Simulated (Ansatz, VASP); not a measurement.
## Two plane-wave programs on KTaO3

```
K Ta O
1.0
     3.94982    0.00000    0.00000
     0.00000    3.94982    0.00000
     0.00000    0.00000    3.94982
K Ta O
1 1 3
Direct
  0.50000 0.50000 0.50000
  0.00000 0.00000 0.00000
  0.50000 0.00000 0.00000
  0.00000 0.50000 0.00000
  0.00000 0.00000 0.50000
```

Alike in both runs: task single point; functional r2SCAN; k mesh 6 × 6 × 6; no spin polarisation.

|  | VASP | Ansatz |
| --- | --- | --- |
| version | VASP 6.6.1 | Ansatz 0.2.0 |
| potentials or method | VASP PAW PBE potentials, release 64 (K_sv, Ta_pv, O) | plane waves, PAW |
| plane-wave cutoff (eV) | 520 | 500 |
| occupations | gaussian, width 0.01 eV | fixed |
| valence electrons in the cell | 38 | 40 |

```tsv
	VASP	Ansatz	Ansatz less VASP
gap on the k mesh at the Fermi level (eV)	2.67	2.70	+0.033
pressure (GPa)	7.9	6.8	-1.08
```

The two sets of potentials don't hold the same shells in valence.

Caveats: the PAW data sets were made with another functional, which shifts forces and pressure a little (VASP); spin-orbit coupling is left out, which moves the levels of the heavy elements. r2SCAN opens gaps a little over a GGA but as a rule still falls short of measured ones. A k mesh can miss the band edges.
